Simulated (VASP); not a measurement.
# GW on BeTe: a test of the settings, part 2 of 2

Aim: test the GW correction to the gap of BeTe. The starting structure is a measured crystal structure from the Crystallography Open Database. Cell and atoms stay as given.

VASP 6.6.1.

Results so far: G0W0 (response cutoff 100 eV, 4×4×4 mesh) 2.51 eV; G0W0 (response cutoff 160 eV, 4×4×4 mesh) 2.63 eV; G0W0 (response cutoff 240 eV, 4×4×4 mesh) 2.69 eV.

The database entry behind the starting cell differs from later determinations by our own check (an axis about 1.5 % short against later determinations), so it need not match the best structure at ambient conditions.

### Step 5. GW0 with iterated eigenvalues (response cutoff 160 eV, 4×4×4 mesh)

Level of this step: evGW0 on LDA; plane waves and PAW (Te_GW, Be_GW) (VASP).

It reads the orbitals and their derivatives (WAVECAR and WAVEDER) of a run with the empty bands, which follows a ground-state run; neither is shown.

Input file INCAR:

```
SYSTEM = BeTe
PREC = Accurate
ENCUT = 300
ISMEAR = 0
SIGMA = 0.01
LREAL = .FALSE.
GGA = CA
NBANDS = 196
ALGO = EVGW0
NELMGW = 4
ENCUTGW = 160
NOMEGA = 40
PRECFOCK = Fast
NBANDSGW = 12
LWAVE = .FALSE.
LCHARG = .FALSE.
```

Input file POSCAR:

```
BeTe
1.0
    0.0000000000      2.7700000000      2.7700000000
    2.7700000000      0.0000000000      2.7700000000
    2.7700000000      2.7700000000      0.0000000000
Te Be
1 1
Direct
    0.7500000000      0.7500000000      0.7500000000
    0.0000000000      0.0000000000      0.0000000000
```

Input file KPOINTS:

```
Automatic mesh
0
Gamma
4 4 4
0 0 0
```

The projector-augmented-wave data sets are Te_GW and Be_GW (LDA family, release 64).

Started as:

```sh
> mpirun -np 4 vasp_std
```

Log:

```text
[banner, memory and clock lines left out]
running    4 mpi-ranks, on    1 nodes
[...]
[... a notice as in an earlier step ...]

 LDA part: xc-table for (Slater(with rela. corr.)+CA(PZ))
 , standard interpolation
 found WAVECAR, reading the header
 POSCAR, INCAR and KPOINTS ok, starting setup
[...]
reading WAVECAR
 the WAVECAR file was read successfully
 initial charge from wavefunction
 available memory per node:    169.57 GB, setting MAXMEM to    173638

 The Fermi energy was updated, please check that it is located mid-gap
 values below the HOMO (VB) or above the LUMO (CB) will cause erroneous energies
 E-fermi :   6.1662

 calculate exact exchange contribution
 the WAVEDER file was read successfully
energies w=
    0.000    0.000    0.767    0.000    1.530    0.000    2.284    0.000
    3.026    0.000    3.754    0.000    4.465    0.000    5.161    0.000
    5.842    0.000    6.509    0.000    7.164    0.000    7.809    0.000
[...]
total number of BLAS operations        175.00 Gflops
NQ=   4    0.2500    0.2500    0.0000,
|.........|.........|.........|.........|.........|.........|.........|.........
 performed        899000 updates of chi_q(r,r)
 total number of BLAS operations        262.37 Gflops
NQ=   5    0.5000    0.2500    0.0000,
|.........|.........|.........|.........|.........|.........|.........|.........
 performed       1270000 updates of chi_q(r,r)
 total number of BLAS operations        371.83 Gflops
NQ=   6   -0.2500    0.2500    0.0000,
|.........|.........|.........|.........|.........|.........|.........|.........
 performed       1603000 updates of chi_q(r,r)
 total number of BLAS operations        474.32 Gflops
NQ=   7    0.5000    0.5000    0.0000,
|.........|.........|.........|.........|.........|.........|.........|.........
 performed       1804000 updates of chi_q(r,r)
 total number of BLAS operations        532.60 Gflops
NQ=   8   -0.2500    0.5000    0.2500,
|.........|.........|.........|.........|.........|.........|.........|.........
 performed       2062000 updates of chi_q(r,r)
 total number of BLAS operations        615.24 Gflops
 resolving degeneracies of screened two electron integrals

 calculate QP shifts <psi_nk| G(iteration)W_0 |psi_nk>: iteration 4
 entering main loop
```

Elapsed: 2.7 min, on 4 MPI ranks of AMD EPYC 7R43, shared host; peak memory 0.68 GiB; 11 min of CPU time.

OUTCAR, selected parts (step 5):

```text
 QP shifts <psi_nk| G(iteration)W_0 |psi_nk>: iteration 2
 k-point   1 :       0.0000    0.0000    0.0000
  band No. old QP-enery  QP-energies   sigma(KS)   T+V_ion+V_H  V^pw_x(r,r')   Z            occupation Imag(sigma)
      1      -8.1170      -8.2882     -12.0742       3.7198     -17.7538       0.7210       2.0000       1.2309
      2       4.7079       4.6222     -12.1166      16.7158     -13.0444       0.7877       2.0000       0.0662
      3       4.7079       4.6222     -12.1166      16.7158     -13.0444       0.7877       2.0000       0.0662
      4       4.7079       4.6222     -12.1166      16.7158     -13.0444       0.7877       2.0000       0.0662
      5       9.2915       9.3507      -9.2020      18.5699      -4.8975       0.7741       0.0000      -0.1066
      6       9.2915       9.3507      -9.2020      18.5699      -4.8975       0.7741       0.0000      -0.1066
      7       9.2915       9.3507      -9.2020      18.5699      -4.8975       0.7741       0.0000      -0.1066
      8      10.0146      10.0947      -9.2389      19.3573      -4.6069       0.7719       0.0000      -0.1249
    ...

 QP shifts <psi_nk| G(iteration)W_0 |psi_nk>: iteration 3
 k-point   1 :       0.0000    0.0000    0.0000
  band No. old QP-enery  QP-energies   sigma(KS)   T+V_ion+V_H  V^pw_x(r,r')   Z            occupation Imag(sigma)
      1      -8.2882      -8.3288     -12.0644       3.7198     -17.7538       0.7201       2.0000       1.2350
      2       4.6222       4.6085     -12.1109      16.7158     -13.0444       0.7871       2.0000       0.0663
      3       4.6222       4.6085     -12.1109      16.7158     -13.0444       0.7871       2.0000       0.0663
      4       4.6222       4.6085     -12.1109      16.7158     -13.0444       0.7871       2.0000       0.0663
      5       9.3507       9.3588      -9.2088      18.5699      -4.8975       0.7742       0.0000      -0.1069
      6       9.3507       9.3588      -9.2088      18.5699      -4.8975       0.7742       0.0000      -0.1069
      7       9.3507       9.3588      -9.2088      18.5699      -4.8975       0.7742       0.0000      -0.1069
      8      10.0947      10.1060      -9.2479      19.3573      -4.6069       0.7719       0.0000      -0.1258
    ...

 QP shifts <psi_nk| G(iteration)W_0 |psi_nk>: iteration 4
 k-point   1 :       0.0000    0.0000    0.0000
  band No. old QP-enery  QP-energies   sigma(KS)   T+V_ion+V_H  V^pw_x(r,r')   Z            occupation Imag(sigma)
      1      -8.3288      -8.3382     -12.0617       3.7198     -17.7538       0.7211       2.0000       1.2368
      2       4.6085       4.6061     -12.1103      16.7158     -13.0444       0.7874       2.0000       0.0663
      3       4.6085       4.6061     -12.1103      16.7158     -13.0444       0.7874       2.0000       0.0663
      4       4.6085       4.6061     -12.1103      16.7158     -13.0444       0.7874       2.0000       0.0663
      5       9.3588       9.3598      -9.2098      18.5699      -4.8975       0.7742       0.0000      -0.1070
      6       9.3588       9.3598      -9.2098      18.5699      -4.8975       0.7742       0.0000      -0.1070
      7       9.3588       9.3598      -9.2098      18.5699      -4.8975       0.7742       0.0000      -0.1070
      8      10.1060      10.1076      -9.2492      19.3573      -4.6069       0.7719       0.0000      -0.1260
    ...

[... 3 parts as in an earlier step ...]

[... 1 further part left out ...]
[key lines of the parts left out:]
E-fermi :   6.1662
```

GW0 with iterated eigenvalues (response cutoff 160 eV, 4×4×4 mesh): the quasiparticle gap on this mesh is 2.776 eV, +1.039 eV from the LDA gap on the same points, with 196 bands.

### Step 6. G0W0 (response cutoff 100 eV, 5×5×5 mesh)

It reads the orbitals and their derivatives (WAVECAR and WAVEDER) of a run with the empty bands, which follows a ground-state run; neither is shown.

INCAR: that of step 5 with these lines changed.

```diff
@@ -7,6 +7,6 @@
 GGA = CA
-NBANDS = 196
+NBANDS = 100
 ALGO = EVGW0
-NELMGW = 4
-ENCUTGW = 160
+NELMGW = 1
+ENCUTGW = 100
 NOMEGA = 40
```

POSCAR is that of step 5.

Input file KPOINTS:

```
Automatic mesh
0
Gamma
5 5 5
0 0 0
```

Started as:

```sh
> mpirun -np 4 vasp_std
```

Log:

```text
[banner, memory and clock lines left out]
running    4 mpi-ranks, on    1 nodes
[...]
[... a notice as in an earlier step ...]

 LDA part: xc-table for (Slater(with rela. corr.)+CA(PZ))
 , standard interpolation
 found WAVECAR, reading the header
 POSCAR, INCAR and KPOINTS ok, starting setup
[...]
reading WAVECAR
 the WAVECAR file was read successfully
 initial charge from wavefunction
 available memory per node:    172.61 GB, setting MAXMEM to    176751

 The Fermi energy was updated, please check that it is located mid-gap
 values below the HOMO (VB) or above the LUMO (CB) will cause erroneous energies
 E-fermi :   6.2264

 calculate exact exchange contribution
 the WAVEDER file was read successfully
energies w=
    0.000    0.000    0.766    0.000    1.527    0.000    2.279    0.000
    3.020    0.000    3.746    0.000    4.456    0.000    5.151    0.000
    5.831    0.000    6.496    0.000    7.150    0.000    7.795    0.000
[...]
total number of BLAS operations         86.09 Gflops
NQ=   6   -0.4000    0.2000    0.0000,
|.........|.........|.........|.........|.........|.........|.........|.........
 performed       1465000 updates of chi_q(r,r)
 total number of BLAS operations        111.56 Gflops
NQ=   7   -0.2000    0.2000    0.0000,
|.........|.........|.........|.........|.........|.........|.........|.........
 performed       1765000 updates of chi_q(r,r)
 total number of BLAS operations        133.22 Gflops
NQ=   8    0.4000    0.4000    0.0000,
|.........|.........|.........|.........|.........|.........|.........|.........
 performed       1988000 updates of chi_q(r,r)
 total number of BLAS operations        148.33 Gflops
NQ=   9   -0.4000    0.4000    0.0000,
|.........|.........|.........|.........|.........|.........|.........|.........
 performed       2288000 updates of chi_q(r,r)
 total number of BLAS operations        172.82 Gflops
NQ=  10   -0.4000    0.4000    0.2000,
|.........|.........|.........|.........|.........|.........|.........|.........
 performed       2664000 updates of chi_q(r,r)
 total number of BLAS operations        201.18 Gflops
 resolving degeneracies of screened two electron integrals

 calculate QP shifts <psi_nk| G(iteration)W_0 |psi_nk>: iteration 1
 entering main loop
```

Wall time 45 s (4 MPI ranks); peak memory 0.54 GiB.

OUTCAR, selected parts (step 6):

```text
 QP shifts <psi_nk| G(iteration)W_0 |psi_nk>: iteration 1
 for sc-GW calculations column KS-energies equals QP-energies in previous step
 and V_xc(KS)=  KS-energies - (<T + V_ion + V_H > + <T+V_H+V_ion>^1  + <V_x>^1)
 k-point   1 :       0.0000    0.0000    0.0000
  band No.  KS-energies  QP-energies   sigma(KS)   V_xc(KS)     V^pw_x(r,r')   Z            occupation Imag(sigma)
      1      -7.3718      -7.9086     -11.8330     -11.0783     -17.7603       0.7113       2.0000       1.2342
      2       5.2824       4.8879     -11.9167     -11.4156     -12.9065       0.7872       2.0000       0.0686
      3       5.2824       4.8879     -11.9167     -11.4156     -12.9065       0.7872       2.0000       0.0686
      4       5.2824       4.8879     -11.9167     -11.4156     -12.9065       0.7872       2.0000       0.0686
      5       8.8359       9.3889      -9.0143      -9.7314      -4.9672       0.7712       0.0000      -0.0923
      6       8.8359       9.3889      -9.0143      -9.7314      -4.9672       0.7712       0.0000      -0.0923
      7       8.8359       9.3889      -9.0143      -9.7314      -4.9672       0.7712       0.0000      -0.0923
      8       9.3702      10.1732      -8.9476      -9.9820      -4.7139       0.7763       0.0000      -0.0990
    ...

[... 1 part as in an earlier step ...]

[... 2 further parts left out ...]
[key lines of the parts left out:]
E-fermi :   6.2264
```

G0W0 (response cutoff 100 eV, 5×5×5 mesh): the quasiparticle gap on this mesh is 2.674 eV, +0.786 eV from the LDA gap on the same points, with 100 bands.

### Step 7. G0W0 (response cutoff 100 eV, 4×4×4 mesh, 8 empty bands)

It reads the orbitals and their derivatives (WAVECAR and WAVEDER) of a run with the empty bands, which follows a ground-state run; neither is shown.

INCAR: that of step 6 with these lines changed.

```diff
@@ -7,3 +7,3 @@
 GGA = CA
-NBANDS = 100
+NBANDS = 12
 ALGO = EVGW0
```

POSCAR is that of step 6.

Input file KPOINTS:

```
Automatic mesh
0
Gamma
4 4 4
0 0 0
```

Started as:

```sh
> mpirun -np 4 vasp_std
```

Log:

```text
[banner, memory and clock lines left out]
running    4 mpi-ranks, on    1 nodes
[...]
[... a notice as in an earlier step ...]

 LDA part: xc-table for (Slater(with rela. corr.)+CA(PZ))
 , standard interpolation
 found WAVECAR, reading the header
 POSCAR, INCAR and KPOINTS ok, starting setup
[...]
reading WAVECAR
 the WAVECAR file was read successfully
 initial charge from wavefunction
 available memory per node:    169.63 GB, setting MAXMEM to    173697

 The Fermi energy was updated, please check that it is located mid-gap
 values below the HOMO (VB) or above the LUMO (CB) will cause erroneous energies
 E-fermi :   6.1662

 calculate exact exchange contribution
 the WAVEDER file was read successfully
energies w=
    0.000    0.000    0.745    0.000    1.486    0.000    2.219    0.000
    2.939    0.000    3.646    0.000    4.337    0.000    5.013    0.000
    5.674    0.000    6.322    0.000    6.958    0.000    7.586    0.000
[...]
total number of BLAS operations          2.55 Gflops
NQ=   4    0.2500    0.2500    0.0000,
|.........|.........|.........|.........|.........|.........|.........|.........
 performed         46000 updates of chi_q(r,r)
 total number of BLAS operations          3.73 Gflops
NQ=   5    0.5000    0.2500    0.0000,
|.........|.........|.........|.........|.........|.........|.........|.........
 performed         66000 updates of chi_q(r,r)
 total number of BLAS operations          5.30 Gflops
NQ=   6   -0.2500    0.2500    0.0000,
|.........|.........|.........|.........|.........|.........|.........|.........
 performed         84000 updates of chi_q(r,r)
 total number of BLAS operations          6.58 Gflops
NQ=   7    0.5000    0.5000    0.0000,
|.........|.........|.........|.........|.........|.........|.........|.........
 performed         94000 updates of chi_q(r,r)
 total number of BLAS operations          7.29 Gflops
NQ=   8   -0.2500    0.5000    0.2500,
|.........|.........|.........|.........|.........|.........|.........|.........
 performed        107000 updates of chi_q(r,r)
 total number of BLAS operations          8.40 Gflops
 resolving degeneracies of screened two electron integrals

 calculate QP shifts <psi_nk| G(iteration)W_0 |psi_nk>: iteration 1
 entering main loop
```

The job ended after 6 s (4 MPI ranks; peak memory 0.38 GiB).

From OUTCAR (step 7):

```text
 QP shifts <psi_nk| G(iteration)W_0 |psi_nk>: iteration 1
 for sc-GW calculations column KS-energies equals QP-energies in previous step
 and V_xc(KS)=  KS-energies - (<T + V_ion + V_H > + <T+V_H+V_ion>^1  + <V_x>^1)
 k-point   1 :       0.0000    0.0000    0.0000
  band No.  KS-energies  QP-energies   sigma(KS)   V_xc(KS)     V^pw_x(r,r')   Z            occupation Imag(sigma)
      1      -7.3565      -7.4465     -11.1988     -11.0764     -17.7538       0.7350       2.0000       1.6986
      2       5.2981       5.8967     -10.6703     -11.4177     -13.0444       0.8010       2.0000       0.0806
      3       5.2981       5.8967     -10.6703     -11.4177     -13.0444       0.8010       2.0000       0.0806
      4       5.2981       5.8967     -10.6703     -11.4177     -13.0444       0.8010       2.0000       0.0806
      5       8.8417      10.4337      -7.7090      -9.7282      -4.8975       0.7884       0.0000      -0.0992
      6       8.8417      10.4337      -7.7090      -9.7282      -4.8975       0.7884       0.0000      -0.0992
      7       8.8417      10.4337      -7.7090      -9.7282      -4.8975       0.7884       0.0000      -0.0992
      8       9.3806      11.0879      -7.8030      -9.9767      -4.6069       0.7854       0.0000      -0.1126
    ...

[... 1 part as in an earlier step ...]

[... 2 further parts left out ...]
[key lines of the parts left out:]
E-fermi :   6.1662
```

G0W0 (response cutoff 100 eV, 4×4×4 mesh, 8 empty bands): the quasiparticle gap on this mesh is 2.337 eV, +0.601 eV from the LDA gap on the same points, with 12 bands.

### Step 8. The runs compared

```tsv
run	LDA gap on the mesh (eV)	GW gap (eV)	correction (eV)	bands
G0W0 (response cutoff 100 eV, 4×4×4 mesh)	1.736	2.507	0.771	100
G0W0 (response cutoff 160 eV, 4×4×4 mesh)	1.736	2.629	0.892	196
G0W0 (response cutoff 240 eV, 4×4×4 mesh)	1.736	2.69	0.954	360
GW0 with iterated eigenvalues (response cutoff 160 eV, 4×4×4 mesh)	1.736	2.776	1.039	196
G0W0 (response cutoff 100 eV, 5×5×5 mesh)	1.888	2.674	0.786	100
G0W0 (response cutoff 100 eV, 4×4×4 mesh, 8 empty bands)	1.736	2.337	0.601	12
```

### Step 9. What came out

```yaml
gap_g0w0_response_cutoff_100_ev_4x4x4_mesh: 2.507 eV
gap_g0w0_response_cutoff_160_ev_4x4x4_mesh: 2.629 eV
gap_g0w0_response_cutoff_240_ev_4x4x4_mesh: 2.690 eV
gap_gw0_with_iterated_eigenvalues_response_cutoff_160_ev_4x4x4_mesh: 2.776 eV
gap_g0w0_response_cutoff_100_ev_5x5x5_mesh: 2.674 eV
gap_g0w0_response_cutoff_100_ev_4x4x4_mesh_8_empty_bands: 2.337 eV
```

In words: The correction to the LDA gap of BeTe is +0.771 eV at a response cutoff of 100 eV, +0.892 eV at a response cutoff of 160 eV, +0.954 eV at a response cutoff of 240 eV. The number of bands rises with the cutoff. On a 5×5×5 mesh in place of 4×4×4 the correction is +0.786 eV against +0.771 eV. The LDA gap lies between other k-points on the two meshes (0.0000 0.0000 0.0000 to 0.4000 0.4000 0.0000 against 0.0000 0.0000 0.0000 to 0.5000 0.5000 0.0000), so the two corrections belong to different transitions. Iterating the eigenvalues in G raises the gap by +0.147 eV. With 8 empty bands alone, a slip made on purpose, the correction is +0.601 eV against +0.771 eV. Errors of the two band edges can cancel in a gap, so a value close to the better runs would prove nothing. Spin-orbit coupling is left out, which with elements this heavy can change the gap by tenths of an eV or more. From a response cutoff of 160 to 240 eV the correction still moves by +0.061 eV, so cutoff and bands aren't shown to be converged. The LDA gap along the bands, from another run on this structure, is 1.748 eV. On the 4×4×4 mesh it is 1.736 eV, so this mesh comes close to the edges. On the 5×5×5 mesh it is 1.888 eV, so this mesh misses the band edges. Further runs on this material are not shown.

[Lines on the potential files, build, host, timing and source positions are cut from VASP's logs without a mark.]

[Logs are printed without paths, hosts, clocks, repeated set-up lines and the standing remarks that a program may print on its own settings, such as how far it seeks lower states.]

[Hosts, paths, dates, database ids (printed as entryN), source tags and the programs' standing remarks are cut or masked in the printed files.]
